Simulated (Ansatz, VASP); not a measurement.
**Ti in VASP and in Ansatz**

```
Ti
1.0
    -1.59270    1.59270    1.59270
     1.59270   -1.59270    1.59270
     1.59270    1.59270   -1.59270
Ti
1
Cartesian
  0.0000 0.0000 0.0000
```

Alike in both runs: task single point; functional r2SCAN; k mesh 18 × 18 × 18; occupations gaussian, width 0.1 eV; no spin polarisation.

|  | VASP | Ansatz |
| --- | --- | --- |
| version | VASP 6.6.1 | Ansatz 0.2.0 |
| potentials or method | VASP PAW PBE potentials, release 64 (Ti_sv) | scalar-relativistic, plane waves, PAW |
| plane-wave cutoff (eV) | 520 | 500 |
| valence electrons in the cell | 12 | 12 |

```csv
,VASP,Ansatz,Ansatz less VASP
gap on the k mesh at the Fermi level (eV),none,none,-
pressure (GPa),8.0,7.7,-0.38
```

A gap of «none» marks a metal or a gap that the smearing closes. The functional is the same, so the differences come from potentials, cutoffs and numerics.

Caveats: the PAW data sets were made with another functional, which shifts forces and pressure a little (VASP).
